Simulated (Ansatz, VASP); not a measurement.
One calculation of Mg, two programs

POSCAR

```
Mg
1.0
    0.0000000000      2.2442560000      2.2442560000
    2.2442560000      0.0000000000      2.2442560000
    2.2442560000      2.2442560000      0.0000000000
Mg
1
Direct
    0.0000000000      0.0000000000      0.0000000000
```

The input INCAR.step1:

```
PREC = Accurate
ENCUT = 520
EDIFF = 1E-5
ISMEAR = -1
SIGMA = 0.1
LREAL = False
LASPH = True
NELM = 80
ALGO = Normal
ISIF = 2
LWAVE = True
LCHARG = False
GGA = PE
NBANDS = 7
```

File INCAR.step2:

```
PREC = Accurate
ENCUT = 520
EDIFF = 1E-6
ISMEAR = -1
SIGMA = 0.1
LREAL = False
LASPH = True
NELM = 80
ALGO = Normal
ISIF = 2
LWAVE = False
LCHARG = False
GGA = PS
LHFCALC = True
AEXX = 0.25
PRECFOCK = Normal
ISTART = 1
NBANDS = 7
```

File KPOINTS:

```
Automatic mesh
0
Gamma
  7 7 7
```

The input input.yaml:

```yaml
crystal:
  lattice:
    - [0.0, 2.244256, 2.244256]
    - [2.244256, 0.0, 2.244256]
    - [2.244256, 2.244256, 0.0]
  atoms:
    - { symbol: Mg, position: [0.0, 0.0, 0.0] }
hamiltonian:
  xc: { exchange: pbesol, correlation: pbesol, exx: { coeff: 0.25 } }
  pseudopotentials: { kind: paw, accuracy: standard, xc_functional: pbe }
kpoints:
  mp_grid: { grid: [7, 7, 7] }
scf:
  occupations: { method: fermi_dirac, width: 0.1 }
  n_extra_bands: 6
output:
  forces: true
  stress: true
  eigenvalues: true
  dos: { projected: false, de: 0.05 }
```

This isn't the form of Mg at room conditions, which is hcp.

Alike in both runs: functional PBEsol-based global hybrid; k mesh 7 × 7 × 7; occupations fermi-dirac, width 0.1 eV; no spin polarisation.

|  | VASP | Ansatz |
| --- | --- | --- |
| version | VASP 6.6.1 | Ansatz 0.2.0 |
| potentials or method | VASP PAW PBE potentials, release 64 (Mg) | SSSP efficiency PAW |
| plane-wave cutoff (eV) | 520 | 408 |
| valence electrons in the cell | 2 | 2 |
| task | single point | density of states |

|  | VASP | Ansatz | Ansatz less VASP |
| --- | --- | --- | --- |
| gap on the k mesh at the Fermi level (eV) | none | none | - |
| pressure (GPa) | 0.0 | 0.0 | +0.05 |

A gap of «none» marks a metal or a gap that the smearing closes. With one functional, cell and mesh, what is left measures potentials, basis and numerics.

Caveats: the PAW data sets were made with another functional, which shifts forces and pressure a little (VASP); the density of states is complete only up to the lowest level of the last band computed (Ansatz); the thresholds are loose for stress (Ansatz).
